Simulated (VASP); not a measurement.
# Y (Fm-3m) in VASP: a series of runs

Aim: see how the results for Y move with the level of theory and the settings. Levels: PBEsol, PBE. Tasks: electric field gradients, density of states.

All numbers are computed with VASP 6.6.1; they aren't measurements. Logs are shortened: lines on timing, memory, paths and dates and some standing lists are left out, and cuts for length are marked.

**1. The structure**

Symmetry: Fm-3m, No. 225, cubic system. Conventional cell: a = 4.970 Å, b = 4.970 Å, c = 4.970 Å, α = 90.00°, β = 90.00°, γ = 90.00°. Around Y (site symmetry m-3m) lie 12 Y at 3.51 Å.

This isn't the form of Y at room conditions, which is hcp.

**2. Electric field gradients, PBEsol**

INCAR

```
SYSTEM = Y
PREC     = Accurate       ! precision mode
ENCUT    = 520            ! plane-wave cutoff, eV
EDIFF    = 1E-8           ! SCF threshold, eV
ISMEAR   = -1             ! smearing method
SIGMA    = 0.03           ! smearing width, eV
LREAL    = .False.        ! projectors in reciprocal space
LASPH    = .True.         ! aspherical terms in the spheres
NELM     = 100            ! most SCF steps
ALGO     = Normal         ! electronic algorithm
ISIF     = 2              ! what is computed and relaxed
LWAVE    = .False.        ! write WAVECAR
LCHARG   = .False.        ! write CHGCAR
GGA      = PS             ! functional
LEFG     = .True.       
NBANDS   = 12             ! bands
```

KPOINTS

```
regular mesh
0
Gamma
  14 14 14
  0 0 0
```

POSCAR

```
Y
1.0
    0.0000000000      2.4850000000      2.4850000000
    2.4850000000      0.0000000000      2.4850000000
    2.4850000000      2.4850000000      0.0000000000
Y
1
Direct
    0.0000000000      0.0000000000      0.0000000000
```

Potentials or basis: VASP PAW PBE potentials, release 64 (Y_sv).

Command:

```console
cat potpaw_PBE.64/Y_sv/POTCAR > POTCAR
mpirun -np 1 vasp_std > vasp.out
```

OUTCAR:

```text
SYSTEM = Y
   PREC = Accurate
   ENCUT = 520
   EDIFF = 1E-8
   ISMEAR = -1
   LREAL = .False.
   LASPH = .True.
   NELM = 100
   ISIF = 2
   GGA = PS

 ion  position               nearest neighbor table
   1  0.000  0.000  0.000-

  LATTYP: Found a face centered cubic cell.
 ALAT       =     4.9700000000

  Lattice vectors:

 A1 = (   0.0000000000,   2.4850000000,   2.4850000000)
 A2 = (   2.4850000000,   0.0000000000,   2.4850000000)
 A3 = (   2.4850000000,   2.4850000000,   0.0000000000)

Analysis of symmetry for initial positions (statically):
=====================================================================
 Subroutine PRICEL returns:
 Original cell was already a primitive cell.

 Routine SETGRP: Setting up the symmetry group for a
 face centered cubic supercell.

 Subroutine GETGRP returns: Found 48 space group operations
 (whereof 48 operations were pure point group operations)
 out of a pool of 48 trial point group operations.

The static configuration has the point symmetry O_h .

Analysis of symmetry for dynamics (positions and initial velocities):
=====================================================================
 Subroutine PRICEL returns:
 Original cell was already a primitive cell.

 Routine SETGRP: Setting up the symmetry group for a
 face centered cubic supercell.

 Subroutine GETGRP returns: Found 48 space group operations
 (whereof 48 operations were pure point group operations)
 out of a pool of 48 trial point group operations.

The dynamic configuration has the point symmetry O_h .

 Subroutine INISYM returns: Found 48 space group operations
 (whereof 48 operations are pure point group operations),
 and found     1 'primitive' translations

----------------------------------------------------------------------------------------

                                     Primitive cell

  volume of cell :      30.6909

  direct lattice vectors                    reciprocal lattice vectors
     0.000000000  2.485000000  2.485000000    -0.201207243  0.201207243  0.201207243
     2.485000000  0.000000000  2.485000000     0.201207243 -0.201207243  0.201207243
     2.485000000  2.485000000  0.000000000     0.201207243  0.201207243 -0.201207243

  length of vectors
     3.514320702  3.514320702  3.514320702     0.348501169  0.348501169  0.348501169

  position of ions in fractional coordinates (direct lattice)
     0.000000000  0.000000000  0.000000000

  ion indices of the primitive-cell ions
   primitive index   ion index
                 1           1

----------------------------------------------------------------------------------------

 KPOINTS: regular mesh

Automatic generation of k-mesh.
 Grid dimensions read from file:
 generate k-points for:   14   14   14

 Generating k-lattice:

  Cartesian coordinates                     Fractional coordinates (reciprocal lattice)
    -0.014371946  0.014371946  0.014371946     0.071428571  0.000000000  0.000000000
     0.014371946 -0.014371946  0.014371946     0.000000000  0.071428571  0.000000000
     0.014371946  0.014371946 -0.014371946     0.000000000  0.000000000  0.071428571

  Length of vectors
     0.024892941  0.024892941  0.024892941

  Shift w.r.t. Gamma in fractional coordinates (k-lattice)
     0.000000000  0.000000000  0.000000000

 Subroutine IBZKPT returns following result:
 ===========================================

 Found    104 irreducible k-points:

 Following reciprocal coordinates:
            Coordinates               Weight
  0.000000  0.000000  0.000000      1.000000
  0.071429  0.000000  0.000000      8.000000
  0.142857  0.000000  0.000000      8.000000
  0.214286  0.000000  0.000000      8.000000
  0.285714  0.000000  0.000000      8.000000
  0.357143  0.000000  0.000000      8.000000
[... 16 lines left out ...]
  0.214286  0.142857  0.000000     24.000000
  0.285714  0.142857  0.000000     24.000000
 [... further k-points ...]
   k-points           NKPTS =    104   k-points in BZ     NKDIM =    104   number of bands    NBANDS=     12
   number of dos      NEDOS =    301   number of ions     NIONS =      1
   total plane-waves  NPLWV =  21952
   dimension x,y,z NGX =    28 NGY =   28 NGZ =   28
   dimension x,y,z NGXF=    56 NGYF=   56 NGZF=   56
   ions per type =               1
   NGX,Y,Z   is equivalent  to a cutoff of  13.25, 13.25, 13.25 a.u.
   NGXF,Y,Z  is equivalent  to a cutoff of  26.49, 26.49, 26.49 a.u.
 SYSTEM =  Y
   PREC   = accura    normal or accurate (medium, high low for compatibility)
   ISTART =      0    job   : 0-new  1-cont  2-samecut
   ICHARG =      2    charge: 1-file 2-atom 10-const
   ISPIN  =      1    spin polarized calculation?
   LNONCOLLINEAR =      F non collinear calculations
   LSORBIT =      F    spin-orbit coupling
   LASPH  =      T    aspherical Exc in radial PAW
   ENCUT  =  520.0 eV  38.22 Ry    6.18 a.u.   6.53  6.53  6.53*2*pi/ulx,y,z
   NELM   =    100;   NELMIN=  2; NELMDL= -5     # of ELM steps
   EDIFF  = 0.1E-07   stopping-criterion for ELM
   LREAL  =      F    real-space projection
   EDIFFG = 0.1E-06   stopping-criterion for IOM
   NSW    =      0    number of steps for IOM
   IBRION =     -1    ionic relax: 0-MD 1-quasi-New 2-CG
   NFREE  =      0    steps in history (QN), initial steepest desc. (CG)
   ISIF   =      2    stress and relaxation
   ISYM   =      2    0-nonsym 1-usesym 2-fastsym
   POTIM  = 0.5000    time-step for ionic-motion
   TEBEG  =    0.0;   TEEND  =   0.0 temperature during run
   PSTRESS=    0.0 pullay stress
   NELECT =      11.0000    total number of electrons
   NUPDOWN=      -1.0000    fix difference up-down
   EMIN   =  10.00;   EMAX   =-10.00  energy-range for DOS
   EFERMI =   0.00;   METHOD = LEGACY
   ISMEAR =    -1;   SIGMA  =   0.03  broadening in eV -4-tet -1-fermi 0-gaus
   EFERMI_NEDOS =   21; number of points for ismear=-14 and -15
   IALGO  =     38    algorithm
   IMIX   =      4    mixing-type and parameters
     AMIX     =   0.40;   BMIX     =  1.00
     AMIX_MAG =   1.60;   BMIX_MAG =  1.00
  volume/ion in A,a.u.               =      30.69       207.11
  Fermi-wavevector in a.u.,A,eV,Ry     =   1.162883  2.197530 18.399114  1.352297
  Thomas-Fermi vector in A             =   2.299439
   LORBIT       =      0    0 simple, 1 ext, 2 COOP (PROOUT), +10 PAW based schemes
   GGA     = PS    functional components
   LHFCALC =     F    Hartree Fock is set to
   AEXX    =    0.0000 exact exchange contribution
   IVDW    =     0    specifies the selected vdW correction
   LEPSILON=     F    determine dielectric tensor
   LRPA    =     F    only Hartree local field effects (RPA)
 non-spin polarized calculation
  energy-cutoff  :      520.00
  volume of cell :       30.69
 maximum number of plane-waves:       869
 NGX is ok and might be reduce to    28
   NGX = 13   NGY = 13   NGZ = 13

 number of electron      10.9999999 magnetization

 Free energy of the ion-electron system (eV)
  ---------------------------------------------------
  ext. energy  EPLUGINS =         0.00000000
  ---------------------------------------------------
  free energy    TOTEN  =        -6.80343206 eV

  energy without entropy =       -6.79809787  energy(sigma->0) =       -6.80076496

 E-fermi :   3.2834     XC(G=0):  -9.7996

 val. band max:        3.2792533596   @ k =  -0.2857   0.2857   0.0714
 cond. band min:       3.2951230542   @ k =   0.5000   0.2143   0.0714
 fundamental gap:      0.0158696946
 Fermi energy:         3.2834364728

 k-point     1 :       0.0000    0.0000    0.0000
  band No.  band energies     occupation
      1     -39.1797      2.00000
      2     -18.8472      2.00000
      3     -18.8472      2.00000
      4     -18.8472      2.00000
      5      -1.5900      2.00000
      6       5.1069      0.00000
      7       5.1069      0.00000
      8       5.1069      0.00000
      9       7.2678      0.00000
     10       7.2678      0.00000
     11      12.4208      0.00000
     12      15.8468      0.00000

 k-point     2 :       0.0714    0.0000    0.0000
  band No.  band energies     occupation
      1     -39.1756      2.00000
      2     -18.8839      2.00000
      3     -18.8518      2.00000
      4     -18.8518      2.00000
      5      -1.4533      2.00000
      6       4.9526      0.00000
      7       5.1715      0.00000
      8       5.1715      0.00000
      9       7.1927      0.00000
     10       7.1927      0.00000
     11      12.7365      0.00000
     12      15.2401      0.00000

 k-point     3 :       0.1429    0.0000    0.0000
  band No.  band energies     occupation
      1     -39.1638      2.00000
      2     -18.9854      2.00000
      3     -18.8644      2.00000
      4     -18.8644      2.00000
      5      -1.0625      2.00000
      6       4.5820      0.00000
      7       5.3197      0.00000
      8       5.3197      0.00000
      9       7.0556      0.00000
     10       7.0556      0.00000
     11      13.4270      0.00000
     12      14.3654      0.00000
[... 286 lines left out ...]
 k-point    23 :       0.2143    0.1429    0.0000
  band No.  band energies     occupation
      1     -39.1459      2.00000
      2     -19.0746      2.00000
      3     -18.9178      2.00000
      4     -18.9123      2.00000
      5      -0.4519      2.00000
      6       3.9953      0.00000
      7       5.5244      0.00000
      8       5.7192      0.00000
      9       6.1482      0.00000
     10       7.6452      0.00000
     11      14.5129      0.00000
     12      14.9155      0.00000

 k-point    24 :       0.2857    0.1429    0.0000
  band No.  band energies     occupation
      1     -39.1294      2.00000
      2     -19.2011      2.00000
      3     -18.9406      2.00000
      4     -18.9338      2.00000
      5       0.1456      2.00000
      6       3.6946      0.00000
      7       5.1058      0.00000
      8       5.7912      0.00000
      9       6.6333      0.00000
     10       7.9118      0.00000
     11      13.7194      0.00000
     12      15.6456      0.00000

 [... further k-points ...]

------------------------ aborting loop because EDIFF is reached ----------------------------------------

  FORCE on cell =-STRESS in cart. coord.  units (eV):
  Direction    XX          YY          ZZ          XY          YZ          ZX
  --------------------------------------------------------------------------------------
  -------------------------------------------------------------------------------------
  Total        0.0067288      0.0067288      0.0067288     -0.0000000      0.0000000      0.0000000
  in kB        0.3512664      0.3512664      0.3512664     -0.0000000      0.0000000      0.0000000
  external PRESSURE =       0.3512664 kB  Pullay stress =       0.0000000 kB

 VOLUME and BASIS-vectors are now :
 -----------------------------------------------------------------------------
  energy-cutoff  :      520.00
  volume of cell :       30.69
      direct lattice vectors                 reciprocal lattice vectors
     0.000000000  2.485000000  2.485000000    -0.201207243  0.201207243  0.201207243
     2.485000000  0.000000000  2.485000000     0.201207243 -0.201207243  0.201207243
     2.485000000  2.485000000  0.000000000     0.201207243  0.201207243 -0.201207243

 POSITION                                       TOTAL-FORCE (eV/Angst)
 -----------------------------------------------------------------------------------
      0.00000      0.00000      0.00000         0.000000      0.000000      0.000000
 -----------------------------------------------------------------------------------
    total drift:                               -0.000000     -0.000000     -0.000000

  FREE ENERGIE OF THE ION-ELECTRON SYSTEM (eV)
  ---------------------------------------------------
  free  energy   TOTEN  =        -6.8034320570 eV

  energy  without entropy=       -6.7980978667  energy(sigma->0) =       -6.80076496

 Electric field gradients (V/A^2)
---------------------------------------------------------------------
 ion       V_xx      V_yy      V_zz      V_xy      V_xz      V_yz
---------------------------------------------------------------------
   1      -0.000     0.000    -0.000     0.000     0.000     0.000
---------------------------------------------------------------------

 Electric field gradients after diagonalization (V/A^2)
 (convention: |V_zz| > |V_xx| > |V_yy|)
----------------------------------------------------------------------
 ion       V_xx      V_yy      V_zz     asymmetry (V_yy - V_xx)/ V_zz
----------------------------------------------------------------------
   1      -0.000    -0.000     0.000       0.000
----------------------------------------------------------------------

           NMR quadrupolar parameters

 Cq : quadrupolar parameter    Cq=e*Q*V_zz/h
 eta: asymmetry parameters     (V_yy - V_xx)/ V_zz
 Q  : nuclear electric quadrupole moment in mb (millibarn)
----------------------------------------------------------------------
 ion       Cq(MHz)       eta       Q (mb)
----------------------------------------------------------------------
   1       0.000       0.000       1.000
----------------------------------------------------------------------
```

Wall time 27 s (1 thread of Intel Xeon Platinum 8488C (Sapphire Rapids), shared host); peak memory 0.2 GiB.

Results:

```yaml
Free_energy: -6.8034 eV
Pressure: 0.0 GPa
Band_gap_on_the_k_mesh: none (metal or under the smearing width)
```

Levels at points of the mesh, in eV from the Fermi level:
| k point | band 2 | band 3 | band 4 | band 5 | band 6 | band 7 | band 8 | band 9 |
| --- | --- | --- | --- | --- | --- | --- | --- | --- |
| (0.00, 0.00, 0.00) | -22.13 | -22.13 | -22.13 | -4.87 | 1.82 | 1.82 | 1.82 | 3.98 |
| (0.50, 0.00, 0.00) | -22.83 | -22.22 | -22.22 | -2.08 | 0.79 | 1.64 | 1.64 | 5.57 |
| (0.50, 0.50, 0.00) | -22.78 | -22.38 | -22.38 | -1.91 | -1.00 | 2.34 | 5.58 | 6.02 |

Electric field gradients, principal values (V/Å²):
```csv
atom,Vxx,Vyy,Vzz
1 Y,0.000,0.000,0.000
```

Caveat: the PAW data sets were made with another functional, which shifts forces and pressure a little.

**3. Density of states, PBE**

POSCAR is that of step 2.

INCAR.step1

```
SYSTEM = Y
PREC = Accurate ; ENCUT = 520
EDIFF = 1E-6 ; ISMEAR = -1
SIGMA = 0.03 ; LREAL = .False.
LASPH = .True. ; NELM = 80
ALGO = Fast ; ISIF = 2
LWAVE = .False. ; LCHARG = .True.
LMAXMIX = 4 ; GGA = PE
NBANDS = 12
```

KPOINTS.step1

```
regular mesh
0
Gamma
  14 14 14
  0 0 0
```

INCAR.step2

```
SYSTEM = Y
PREC = Accurate ; ENCUT = 520
EDIFF = 1E-6 ; ISMEAR = -5
SIGMA = 0.03 ; LREAL = .False.
LASPH = .True. ; NELM = 80
ALGO = Fast ; ISIF = 2
LWAVE = .False. ; LCHARG = .False.
LMAXMIX = 4 ; GGA = PE
LORBIT = 11 ; NEDOS = 2001
ICHARG = 11
```

KPOINTS.step2

```
regular mesh
0
Gamma
  21 21 21
  0 0 0
```

Potentials or basis: VASP PAW PBE potentials, release 64 (Y_sv).

Command:

```console
cat potpaw_PBE.64/Y_sv/POTCAR > POTCAR
cp INCAR.step1 INCAR
cp KPOINTS.step1 KPOINTS
mpirun -np 1 vasp_std > vasp.out
cp INCAR.step2 INCAR
cp KPOINTS.step2 KPOINTS
mpirun -np 1 vasp_std > vasp.out
```

Wall time 2.7 min (1 thread of AMD EPYC 7R43 (Zen 3), shared host); peak memory 0.21 GiB.

Results (log left out):

- Valence electrons inside the program's atomic spheres: Y 9.52

Levels at points of the mesh, in eV from the Fermi level:
```
           k point  band 1  band 2  band 3  band 4  band 5  band 6  band 7  band 8  band 9
(0.00, 0.00, 0.00)  -42.53  -22.18  -22.18  -22.18   -4.84    1.86    1.86    1.86    4.01
```

States per cell in windows of 0.5 eV (zero at the Fermi level; states under -8 eV left out):
```
from (eV)  total  Y1_d  Y1_p  Y1_s  Y1_f
     -8.0   0.00  0.00  0.00  0.00  0.00
     -7.5   0.00  0.00  0.00  0.00  0.00
     -7.0   0.00  0.00  0.00  0.00  0.00
     -6.5   0.00  0.00  0.00  0.00  0.00
     -6.0   0.00  0.00  0.00  0.00  0.00
     -5.5   0.00  0.00  0.00  0.00  0.00
     -5.0   0.02  0.00  0.00  0.00  0.00
     -4.5   0.05  0.00  0.00  0.01  0.00
     -4.0   0.07  0.00  0.01  0.02  0.00
     -3.5   0.12  0.00  0.01  0.03  0.00
     -3.0   0.15  0.01  0.02  0.04  0.00
     -2.5   0.24  0.03  0.03  0.05  0.00
     -2.0   0.47  0.13  0.05  0.07  0.00
     -1.5   0.53  0.18  0.06  0.05  0.00
     -1.0   0.55  0.26  0.05  0.02  0.00
     -0.5   0.77  0.37  0.11  0.01  0.00
      0.0   0.86  0.39  0.18  0.00  0.01
      0.5   0.85  0.41  0.16  0.01  0.01
      1.0   0.71  0.38  0.11  0.01  0.01
      1.5   0.51  0.31  0.06  0.00  0.00
      2.0   0.74  0.53  0.03  0.00  0.01
      2.5   0.61  0.44  0.03  0.00  0.01
      3.0   0.65  0.46  0.04  0.01  0.01
      3.5   0.48  0.36  0.03  0.00  0.01
      4.0   0.35  0.27  0.03  0.00  0.01
      4.5   0.40  0.31  0.03  0.00  0.01
      5.0   0.56  0.46  0.03  0.01  0.01
      5.5   0.29  0.25  0.01  0.00  0.00
      6.0   0.01  0.01  0.00  0.00  0.00
      6.5   0.00  0.00  0.00  0.00  0.00
      7.0   0.00  0.00  0.00  0.00  0.00
      7.5   0.00  0.00  0.00  0.00  0.00
```

Caveat: tetrahedron occupations give inexact forces and stress in metals.

[end of part 1 of 2]
